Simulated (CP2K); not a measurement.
# InSe (R3m) in CP2K: a series of runs

Aim: see how the results for InSe move with the level of theory and the settings. Levels: PBE, LDA. Tasks: atomic charges.

All numbers are computed with CP2K 2026.2; they aren't measurements. Logs are shortened: lines on timing, memory, paths and dates and some standing lists are left out, and cuts for length are marked.

**The experiment to reproduce.**

From “The Interaction of Hydrogen with the van der Waals Crystal γ-InSe”, 2020, pmc:7321205, for a bulk crystal of InSe at 300 K: band gap 1.25 eV.

How close the calculation comes is told below.

## 1. Starting point

Symmetry: R3m, No. 160, trigonal system. The conventional cell has a = 4.000 Å, b = 4.000 Å, c = 25.320 Å, α = 90.00°, β = 90.00°, γ = 120.00°. In (site symmetry 3m) has 3 Se at 2.63 Å and 1 In at 2.82 Å as nearest neighbours. Around In (site symmetry 3m) lie 3 Se at 2.64 Å and 1 In at 2.82 Å. Se (site symmetry 3m) has 3 In at 2.63 Å as nearest neighbours. Around Se (site symmetry 3m) lie 3 In at 2.64 Å.

## 2. Atomic charges, PBE

Contents of inse_charges.inp:

```
&GLOBAL
  PROJECT inse_charges
  RUN_TYPE ENERGY_FORCE
  PRINT_LEVEL LOW
&END GLOBAL
&FORCE_EVAL
  METHOD QS
  STRESS_TENSOR ANALYTICAL
  &DFT
    BASIS_SET_FILE_NAME BASIS_MOLOPT_UZH
    POTENTIAL_FILE_NAME POTENTIAL_UZH
    &MGRID
      CUTOFF 675
      REL_CUTOFF 60
      NGRIDS 5
    &END MGRID
    &QS
      METHOD GPW
      EPS_DEFAULT 1.0E-9
    &END QS
    &KPOINTS
      SCHEME MONKHORST-PACK 8 8 8
      GAMMA_CENTERED T
      SYMMETRY T
      SYMMETRY_BACKEND SPGLIB
    &END KPOINTS
    &SCF
      SCF_GUESS ATOMIC
      EPS_SCF 1.0E-6
      MAX_SCF 100
      ADDED_MOS 14
      CHOLESKY OFF
      EPS_EIGVAL 1.0E-7
      &DIAGONALIZATION ON
        ALGORITHM STANDARD
      &END DIAGONALIZATION
      &MIXING ON
        METHOD BROYDEN_MIXING
        ALPHA 0.4
        BETA 1.5
        NBUFFER 8
      &END MIXING
      &SMEAR ON
        METHOD FERMI_DIRAC
        ELECTRONIC_TEMPERATURE [K] 580.226
      &END SMEAR
    &END SCF
    &XC
      &XC_FUNCTIONAL PBE
      &END XC_FUNCTIONAL
    &END XC
    &PRINT
      &KPOINTS ON
      &END KPOINTS
      &MULLIKEN ON
      &END MULLIKEN
      &MO ON
        ENERGIES T
        OCCUPATION_NUMBERS T
        &EACH
          QS_SCF 0
        &END EACH
        ADD_LAST NUMERIC
      &END MO
      &LOWDIN ON
      &END LOWDIN
      &HIRSHFELD ON
        SHAPE_FUNCTION DENSITY
      &END HIRSHFELD
      &VORONOI ON
        VORONOI_RADII UNITY
      &END VORONOI
      &E_DENSITY_CUBE ON
        STRIDE 1
      &END E_DENSITY_CUBE
      &V_HARTREE_CUBE ON
        STRIDE 1
      &END V_HARTREE_CUBE
      &ELF_CUBE ON
        STRIDE 1
      &END ELF_CUBE
    &END PRINT
  &END DFT
  &SUBSYS
    &CELL
      A 8.7502533297 0.0000000000 0.0000000000
      B 7.8359940850 3.8941147946 0.0000000000
      C 7.8359940850 1.8397326251 3.4321296453
      PERIODIC XYZ
    &END CELL
    &COORD
      SCALED
      In  0.8886000000 0.8886000000 0.8886000000
      In  0.0000000000 0.0000000000 0.0000000000
      Se  0.1719000000 0.1719000000 0.1719000000
      Se  0.3835000000 0.3835000000 0.3835000000
    &END COORD
    &KIND In
      BASIS_SET TZVP-MOLOPT-PBE-GTH-q13
      POTENTIAL GTH-PBE-q13
    &END KIND
    &KIND Se
      BASIS_SET TZVP-MOLOPT-PBE-GTH-q6
      POTENTIAL GTH-PBE-q6
    &END KIND
    &PRINT
      &ATOMIC_COORDINATES ON
      &END ATOMIC_COORDINATES
      &CELL ON
      &END CELL
    &END PRINT
  &END SUBSYS
  &PRINT
    &FORCES ON
    &END FORCES
    &STRESS_TENSOR ON
    &END STRESS_TENSOR
  &END PRINT
&END FORCE_EVAL
```

Potentials or basis: POTENTIAL_UZH In GTH-PBE-q13, Se GTH-PBE-q6; TZVP-MOLOPT-PBE-GTH basis.

Started as:

```
> OMP_NUM_THREADS=1 cp2k.psmp -i inse_charges.inp -o inse_charges.out
```

inse_charges.out:

```text

 CP2K| version string:                                       CP2K version 2026.2
 CP2K| Input file name                                          inse_charges.inp

 GLOBAL| Force Environment number                                              1
 GLOBAL| Basis set file name                                    BASIS_MOLOPT_UZH
 GLOBAL| Potential file name                                       POTENTIAL_UZH
 GLOBAL| MM Potential file name                                     MM_POTENTIAL
 GLOBAL| Coordinate file name                                      __STD_INPUT__
 GLOBAL| Method name                                                        CP2K
 GLOBAL| Project name                                               inse_charges
 GLOBAL| Run type                                                   ENERGY_FORCE
 GLOBAL| FFT library                                                       FFTW3
 GLOBAL| Diagonalization library                                       ScaLAPACK
 GLOBAL| Cholesky decomposition library                                ScaLAPACK
 GLOBAL| DGEMM library                                                      BLAS
 GLOBAL| Direct generalized diagonalization requested                          F
 GLOBAL| Matrix multiplication library                                 ScaLAPACK
 GLOBAL| Global print level                                                  LOW
 GLOBAL| Total number of message passing processes                             1
 GLOBAL| Number of threads for this process                                    1
 GLOBAL| CPU model name                                                  UNKNOWN

 CELL| Volume [angstrom^3]:                                           116.948071
 CELL| Vector a [angstrom]:       8.750     0.000     0.000   |a| =     8.750253
 CELL| Vector b [angstrom]:       7.836     3.894     0.000   |b| =     8.750253
 CELL| Vector c [angstrom]:       7.836     1.840     3.432   |c| =     8.750253
 CELL| Angle (b,c), alpha [degree]:                                    26.425182
 CELL| Angle (a,c), beta  [degree]:                                    26.425182
 CELL| Angle (a,b), gamma [degree]:                                    26.425182
 CELL| Numerically orthorhombic:                                              NO
 CELL| Periodicity                                                           XYZ

 CELL_REF| Volume [angstrom^3]:                                       116.948071
 CELL_REF| Vector a [angstrom     8.750     0.000     0.000   |a| =     8.750253
 CELL_REF| Vector b [angstrom     7.836     3.894     0.000   |b| =     8.750253
 CELL_REF| Vector c [angstrom     7.836     1.840     3.432   |c| =     8.750253
 CELL_REF| Angle (b,c), alpha [degree]:                                26.425182
 CELL_REF| Angle (a,c), beta  [degree]:                                26.425182
 CELL_REF| Angle (a,b), gamma [degree]:                                26.425182
 CELL_REF| Numerically orthorhombic:                                          NO
 CELL_REF| Periodicity                                                       XYZ

 GENERATE|  Preliminary Number of Bonds generated:                             0
 GENERATE|  Achieved consistency in connectivity generation.

 *******************************************************************************
 *******************************************************************************
 **            Copyright (C) by CP2K developers group (2000-2026)             **
 *******************************************************************************

 TOTAL NUMBERS AND MAXIMUM NUMBERS

  Total number of            - Atomic kinds:                                   2
                             - Atoms:                                          4
                             - Shell sets:                                     4
                             - Shells:                                        34
                             - Primitive Cartesian functions:                 20
                             - Cartesian basis functions:                    116
                             - Spherical basis functions:                    102

  Maximum angular momentum of- Orbital basis functions:                        3
                             - Local part of the GTH pseudopotential:          0
                             - Non-local part of the GTH pseudopotential:      4

 MODULE QUICKSTEP: ATOMIC COORDINATES IN ANGSTROM

   Atom Kind Element         X             Y             Z       Z(eff)     Mass
      1    1 In   49     21.701604      5.095097      3.049790  13.0000 114.8180
      2    1 In   49      0.000000      0.000000      0.000000  13.0000 114.8180
      3    2 Se   34      4.198183      0.985648      0.589983   6.0000  78.9600
      4    2 Se   34      9.365930      2.198930      1.316222   6.0000  78.9600

 SCF PARAMETERS         Density guess:                                    ATOMIC
                        --------------------------------------------------------
                        max_scf:                                             100
                        max_scf_history:                                       0
                        max_diis:                                              4
                        --------------------------------------------------------
[... 97 lines left out ...]
    11 Broy./Diag. 0.40E+00   10.9     0.00005508      -131.5739512551  1.88E-04
    12 Broy./Diag. 0.40E+00   10.9     0.00006473      -131.5736559218  2.95E-04
    13 Broy./Diag. 0.40E+00   10.9     0.00002368      -131.5734954262  1.60E-04
    14 Broy./Diag. 0.40E+00   10.8     0.00000934      -131.5734592069  3.62E-05
    15 Broy./Diag. 0.40E+00   10.8     0.00000661      -131.5734733134 -1.41E-05
    16 Broy./Diag. 0.40E+00   10.8     0.00000107      -131.5734815075 -8.19E-06
    17 Broy./Diag. 0.40E+00   10.9     0.00000118      -131.5734771924  4.32E-06
    18 Broy./Diag. 0.40E+00   11.1     0.00000014      -131.5734755281  1.66E-06

  *** SCF run converged in    18 steps ***

  Electronic density on regular grids:        -37.9999999480        0.0000000520
  Core density on regular grids:               37.9999999524       -0.0000000476
  Total charge density on r-space grids:        0.0000000044
  Total charge density g-space grids:           0.0000000044

  Overlap energy of the core charge distribution:               0.00000000127073
  Self energy of the core charge distribution:               -219.71534429669862
  Core Hamiltonian energy:                                     65.27715255087189
  Hartree energy:                                              41.90988790766479
  Exchange-correlation energy:                                -19.04517006858794
  Electronic entropic energy:                                  -0.00000162261333
  Fermi energy:                                                 0.16126333489959

  Total energy:                                              -131.57347552808699
  Total energy (extrapolated to T->0):                       -131.57347471678031

 MO| EIGENVALUES AND OCCUPATION NUMBERS FOR K POINT 1
 MO|
 MO|  Index      Eigenvalue [a.u.]        Eigenvalue [eV]             Occupation
 MO|      1              -0.393570             -10.709584               2.000000
 MO|      2              -0.387201             -10.536276               2.000000
 MO|      3              -0.387201             -10.536276               2.000000
 MO|      4              -0.384225             -10.455296               2.000000
 MO|      5              -0.384225             -10.455295               2.000000
 MO|      6              -0.383429             -10.433638               2.000000
[... 493 lines left out ...]
 MO|     32               0.589203              16.033040               0.000000
 MO|     33               0.626936              17.059798               0.000000
 MO| Sum:                                                              38.000000
 MO| E(Fermi):            0.161263 a.u.          4.388199 eV
 MO| Band gap:            0.132190 a.u.          3.597086 eV

 MO| EIGENVALUES AND OCCUPATION NUMBERS FOR K POINT 14
 MO|
 MO|  Index      Eigenvalue [a.u.]        Eigenvalue [eV]             Occupation
 MO|      1              -0.396908             -10.800417               2.000000
 MO|      2              -0.393627             -10.711143               2.000000
 MO|      3              -0.391206             -10.645246               2.000000
 MO|      4              -0.387182             -10.535762               2.000000
 MO|      5              -0.383978             -10.448580               2.000000
 MO|      6              -0.382386             -10.405243               2.000000
[... 25 lines left out ...]
 MO|     32               0.563230              15.326265               0.000000
 MO|     33               0.607567              16.532751               0.000000
 MO| Sum:                                                              38.000000
 MO| E(Fermi):            0.161263 a.u.          4.388199 eV

 [... the levels of further k-points ...]

 The electron density is written in Cube    file format to the file:

 inse_charges-ELECTRON_DENSITY-1_0.cube

 !-----------------------------------------------------------------------------!
                     Mulliken Population Analysis

 #  Atom  Element  Kind  Atomic population                           Net charge
       1     In       1         12.970648                              0.029352
       2     In       1         12.982823                              0.017177
       3     Se       2          6.029683                             -0.029683
       4     Se       2          6.016846                             -0.016846
 # Total charge                             38.000000                  0.000000

 !-----------------------------------------------------------------------------!

 !-----------------------------------------------------------------------------!
                           Hirshfeld Charges

  #Atom  Element  Kind  Ref Charge     Population                    Net charge
      1       In     1      13.000         12.838                         0.162
      2       In     1      13.000         12.839                         0.161
      3       Se     2       6.000          6.162                        -0.162
      4       Se     2       6.000          6.162                        -0.162

  Total Charge                                                            0.000
 !-----------------------------------------------------------------------------!

 VORONOI| Collecting electron density from MPI ranks and sending to library...
 VORONOI| Voronoi integration finished.

 LOWDIN POPULATION ANALYSIS

 #  Atom  Element  Kind  Atomic population                           Net charge
       1     In       1         13.987993                             -0.987993
       2     In       1         14.005997                             -1.005997
       3     Se       2          5.000153                              0.999847
       4     Se       2          5.005857                              0.994143
 # Total charge                             38.000000                  0.000000

               ----- ELF is computed on the real space grid -----

 ELF is written in Cube    file format to the file:

 inse_charges-ELF_S1-1_0.cube

 ENERGY| Total FORCE_EVAL ( QS ) energy [hartree]           -131.573476409630899

 FORCES| Atomic forces [hartree/bohr]
 FORCES|   Atom     x               y               z               |f|
 FORCES|      1  8.45069574E-03  1.98404436E-03  1.18760728E-03   8.76134131E-03
 FORCES|      2 -8.18112597E-03 -1.92076167E-03 -1.14970538E-03   8.48186124E-03
 FORCES|      3 -6.61970053E-03 -1.55422613E-03 -9.30339878E-04   6.86305954E-03
 FORCES|      4  6.35213350E-03  1.49141362E-03  8.92719449E-04   6.58565583E-03
 FORCES| Sum     2.00273797E-06  4.70176965E-07  2.81467733E-07
 FORCES| Total atomic force                                       2.07635494E-06

 STRESS| Analytical stress tensor [bar]
 STRESS|                        x                   y                   z
 STRESS|      x        2.49381278571E+04  -2.77913778222E+03  -1.66344143262E+03
 STRESS|      y       -2.77913778222E+03   3.61231181321E+04  -3.90580140401E+02
 STRESS|      z       -1.66344143262E+03  -3.90580140401E+02   3.65420176174E+04
 STRESS| 1/3 Trace                                             3.25344212022E+04
 STRESS| Determinant                                           3.25290127030E+13

 STRESS| Eigenvectors and eigenvalues of the analytical stress tensor [bar]
 STRESS|                        1                   2                   3
 STRESS| Eigenvalues   2.40519042266E+04   3.67755793210E+04   3.67757800591E+04
 STRESS|      x           0.964545772621     -0.252544779263     -0.076632806194
 STRESS|      y           0.226451535351      0.941091417072     -0.251130736570
 STRESS|      z           0.135540232609      0.224873473713      0.964914900996
```

It took 4 min on 1 thread of Arm Neoverse V1, shared host; peak memory 2.2 GiB.

Results:

```yaml
Free_energy: -3580.2964 eV
Pressure: 3.3 GPa
Largest_force: 0.451 eV/Å
Band_gap_on_the_k_mesh: 0.42 eV, direct
Mulliken_charges: In +0.03, +0.02; Se -0.03, -0.02 e
Hirshfeld_charges: In +0.16; Se -0.16 e
Voronoi_charges: In +0.39, +0.32; Se -0.36, -0.35 e
```

Forces in eV/Å, atoms in the order of the input:
```
In   0.435  0.102  0.061
In  -0.421 -0.099 -0.059
Se  -0.340 -0.080 -0.048
Se   0.327  0.077  0.046
```

Stress tensor (GPa, compression positive):
```
 2.49 -0.28 -0.17
-0.28  3.61 -0.04
-0.17 -0.04  3.65
```

Levels at points of the mesh, in eV from the valence-band top:
```csv
k point,band 17,band 18,band 19,band 20,band 21,band 22
"(0.00, 0.00, 0.00)",-1.32,-1.23,-1.23,1.68,2.08,4.42
"(0.00, 0.00, 0.50)",-2.36,-2.26,-1.67,1.21,1.96,3.66
"(0.00, 0.50, 0.50)",-2.52,-2.07,-1.51,1.18,1.98,3.32
"(0.50, 0.50, 0.50)",-1.15,-1.15,0.00,0.42,2.15,4.33
```

Caveat: Mulliken charges move with the basis; spin-orbit coupling is left out, which moves the levels of the heavy elements; the basis of atomic orbitals isn't converged, which shifts pressures, moduli and gaps.

(Part 1 of 2 ends here.)
